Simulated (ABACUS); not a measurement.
Crystal: NaI.

```
I Na
1.0
     0.00000    3.23640    3.23640
     3.23640    0.00000    3.23640
     3.23640    3.23640    0.00000
I Na
1 1
Cartesian
  3.2364 3.2364 3.2364
  0.0000 0.0000 0.0000
```

- Program: ABACUS 3.10.1
- Task: single point
- Functional: PBE
- Potentials or basis: PseudoDojo NC SR 0.4.1 PBE standard
- Cutoff: 1211 eV
- Density cutoff: 4844 eV
- Basis: plane waves
- k mesh: 7 × 7 × 7
- Occupations: fermi-dirac, width 0.05 eV
- Spin: no spin polarisation

On this cell: pressure 0.4 GPa; largest force zero by symmetry; band gap on the k mesh 3.64 eV, direct.

The same run follows on a disturbed copy (atoms moved at random, drawn with an rms of 0.05 Å):

```
I Na
1.0
     0.00000    3.23640    3.23640
     3.23640    0.00000    3.23640
     3.23640    3.23640    0.00000
I Na
1 1
Direct
  0.50023 0.50018 0.49698
  0.01179 0.00480 0.99300
```

Q: What does the disturbed cell give?

A: The energy moves by +0.9 meV/atom; pressure 0.4 GPa; largest force 0.053 eV/Å; band gap on the k mesh 3.64 eV, direct.

Forces on the atoms (eV/Å):
```
I    0.002  0.021  0.049
Na  -0.002 -0.021 -0.049
```

Caveats: spin-orbit coupling is left out, which moves the levels of the heavy elements.

